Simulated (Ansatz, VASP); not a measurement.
# Two plane-wave programs on Br

```
Br
1.0
    -1.39443    1.39443    3.50449
     1.39443   -1.39443    3.50449
     1.39443    1.39443   -3.50449
Br
1
Cartesian
  0.0000 0.0000 0.0000
```

Change from the starting cell: volume scaled by 0.94.

Alike in both runs: task single point; functional PBE; k mesh 13 × 13 × 13; occupations fermi-dirac, width 0.05 eV; no spin polarisation.

|  | VASP | Ansatz |
| --- | --- | --- |
| version | VASP 6.6.1 | Ansatz 0.2.0 |
| potentials or method | VASP PAW PBE potentials, release 64 (Br) | Ansatz PAW |
| plane-wave cutoff (eV) | 520 | 420 |
| valence electrons in the cell | 7 | 7 |

|  | VASP | Ansatz | Ansatz less VASP |
| --- | --- | --- | --- |
| gap on the k mesh at the Fermi level (eV) | none | none | - |
| pressure (GPa) | 4.2 | 4.2 | -0.01 |
| largest component of the traceless stress (GPa) | 1.96 | 1.95 | -0.011 |

A gap of «none» marks a metal or a gap that the smearing closes.

Caveats: an odd number of electrons without spin polarisation forces a metal; a magnetic or distorted state may lie lower.
